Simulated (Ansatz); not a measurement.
The cell is COD entry 9008600, as deposited and not checked against the literature; nothing was relaxed. The listed cell was then made from it by scaling, straining or moving an atom.

BaS: DFT, PBEsol, all-electron PAW with datasets made for the crystal, scalar-relativistic (Ansatz 0.2.0). What sets it apart from a plain run of this crystal: volume scaled by 0.95.

Command: `ansatz run input.yaml --threads 1 --pin off --max-ram 3072MiB --backend cpu --events-out ev --progress --plain --runs-dir out` The run took 5.4 s on 1 thread of Arm Neoverse V1, with other jobs on the host, peak memory 0.41 GiB.

```yaml
crystal:
  lattice:
    - [0.0, 3.1396081846, 3.1396081846]
    - [3.1396081846, 0.0, 3.1396081846]
    - [3.1396081846, 3.1396081846, 0.0]
  atoms:
    - { symbol: Ba, position: [0.0, 0.0, 0.0] }
    - { symbol: S, position: [0.5, 0.5, 0.5] }
kpoints:
  mp_grid: { grid: [8, 8, 8] }
scf:
  occupations: { method: fermi_dirac, width: 0.02 }
hamiltonian:
  xc: pbesol
  pseudopotentials: { kind: all_electron, datasets: crystal }
output:
  forces: true
  stress: true
  eigenvalues: true
  efg: { contact_densities: true }
```

Output (standing set-up lines are left out):

```
Crystal: 2 atoms, lattice volume = 61.895 Å³
iter 1 solved again at ethr=9.97e-3 eV; its pass at ethr=1.00e-1 eV (dr2=1.60e0 eV) is discarded
SCF iter   1: F=—  HF=-232135.564632 eV  |F-HF|=—  |Δ(HF+E_count)|=         —  Δρ=3.20e-2  dr2=1.57e0  ethr=9.97e-3  ⟨swp⟩=3.2  Hψ=2133  notcnv=0
preconditioner: auto → none  [insulator: Δε(μ)=2.904 eV  Ē_g=12.280 eV  σ=0.020 eV  W_gap=1.00  n_scr=14 (ndim 8)  ℏωp=17.7 eV  f_vac=0.000  D(μ)=0.00/eV (n_scr^D=0)  ε∞_Penn≈3.1]
SCF iter   2: F=—  HF=-232135.221665 eV  |F-HF|=—  |Δ(HF+E_count)|=   3.43e-1  Δρ=1.74e-2  dr2=2.21e-1  ethr=9.79e-3  ⟨swp⟩=3.5  Hψ=940  notcnv=0  defer=2
SCF iter   3: F=—  HF=-232135.180572 eV  |F-HF|=—  |Δ(HF+E_count)|=   4.11e-2  Δρ=5.93e-3  dr2=2.58e-2  ethr=1.38e-3  ⟨swp⟩=3.5  Hψ=928  notcnv=0  defer=1
iter 4 solved again at ethr=9.88e-6 eV; its pass at ethr=1.61e-4 eV (dr2=1.58e-3 eV) is discarded
SCF iter   4: F=—  HF=-232135.186414 eV  |F-HF|=—  |Δ(HF+E_count)|=   5.84e-3  Δρ=1.26e-3  dr2=1.77e-3  ethr=9.88e-6  ⟨swp⟩=4.0  Hψ=1969  notcnv=0  defer=14
SCF iter   5: F=—  HF=-232135.186515 eV  |F-HF|=—  |Δ(HF+E_count)|=   1.01e-4  Δρ=3.79e-4  dr2=1.45e-4  ethr=9.88e-6  ⟨swp⟩=3.5  Hψ=814  notcnv=0  defer=6
SCF iter   6: F=—  HF=-232135.186561 eV  |F-HF|=—  |Δ(HF+E_count)|=   4.56e-5  Δρ=5.44e-5  dr2=2.43e-6  ethr=9.09e-7  ⟨swp⟩=3.8  Hψ=797  notcnv=0  defer=4
SCF iter   7: F=—  HF=-232135.186571 eV  |F-HF|=—  |Δ(HF+E_count)|=   1.03e-5  Δρ=3.81e-5  dr2=1.58e-6  ethr=1.52e-8  ⟨swp⟩=4.1  Hψ=964  notcnv=0  defer=2
SCF iter   8: F=-232135.186570 eV  HF=-232135.186570 eV  |F-HF|=2.22e-8  |Δ(HF+E_count)|=   4.59e-7  Δρ=5.64e-6  dr2=2.79e-8  ethr=9.85e-9  ⟨swp⟩=3.1  Hψ=749  notcnv=0  defer=2
SCF 1 converged in 8 iterations: F = -232135.186570 eV  dr2 = 2.79e-8
  Residual-converged pass: ⟨swp⟩=5.8  Hψ=1218  notcnv=0  max |occ|·‖R‖ = 5.0e-6 eV (tolerance 5.3e-6 eV)  dr2=3.62e-8  dr2_onsite=2.34e-8  max |Δocc| = 0.0e0
  greatest PAW one-centre occupation: 0.949 electrons in one spin orbital (limit 2), on the Ba atom at site 0 (counted from 0), in its partial waves of l = 0
SCF converged after 8 iterations
Free energy (F): -232135.186570 eV
Harris-Foulkes:  -232135.186570 eV  (|F-HF|=2.22e-8)
Internal energy: -232135.186570 eV  (E = F + TS)
E sigma→0 (E₀):  -232135.186570 eV
Past the cutoff: the bands carry plane waves up to 1.75 times it, of which those up to 1.5 times it add -0.000125 eV an atom, each by itself; the spheres take 0.000029 eV an atom off the energy for waves past 1.75 times it
By the cutoff:   a pressure is off by up to 0.004 GPa (1.2 times the spheres' own share and the shells' term, over an atom's volume, and 0.004 GPa: a bound that held against runs at twice the plane waves)
Past the cutoffs: a stress includes 0.0005 GPa for waves and charges beyond them, in addition to the slope of what the spheres take
In the spheres:  the bands' charges fall short by 1.5e-6 e at most (sound up to 1e-3)
Fermi energy:    9.320558 eV
--- Per-component energies (eV) ---
  The terms above E_closure are by the made datasets' own strengths, without shells solved beside the bands.
--- Forces (eV/Å), atoms counted from 1 ---
  atom   1  Ba    -0.00000000    -0.00000000     0.00000000
  atom   2  S      0.00000000    -0.00000000     0.00000000
  max |Σ_I F_I| component: 7.03e-30 eV/Å
--- Stress (GPa, compression-positive) ---
        1.229905      -0.000000       0.000000
       -0.000000       1.229905      -0.000000
        0.000000      -0.000000       1.229905
  P = ⅓ Tr σ = 1.2299 GPa (12.299 kbar)
--- PAW observables at the nuclei: V_zz in 10²¹ V/m², potentials from the cell's mean, atoms counted from 1 ---
  atom   1  Ba V_zz =    +0.000000   η = 0.0000   by run symmetry: forbidden
            electrostatic potential = -9620.436431 V   contact ρ = 2062258.109110 e/Å³
  atom   2  S  V_zz =    +0.000000   η = 0.0000   by run symmetry: forbidden
            electrostatic potential = -1634.061655 V   contact ρ = 19716.630261 e/Å³
--- Band table (eV; the first three rows and the last of 29) ---
  k-point 0: bands = ["-17.4197", "-2.4578", "-2.4578", "-2.4578", "-2.0301", "8.3221", "8.3221", "8.3221", "12.0841", "12.2111"]
  k-point 1: bands = ["-17.4111", "-2.9106", "-2.4645", "-2.4645", "-1.5654", "7.8978", "8.1045", "8.1045", "12.1848", "12.4465"]
  k-point 2: bands = ["-17.3901", "-3.4249", "-2.4805", "-2.4805", "-1.0205", "7.1288", "7.6740", "7.6740", "12.3700", "13.1099"]
  k-point 28: bands = ["-17.3422", "-3.1920", "-2.8855", "-2.8855", "-1.2050", "7.1643", "7.9238", "7.9238", "12.5592", "12.5592"]
```
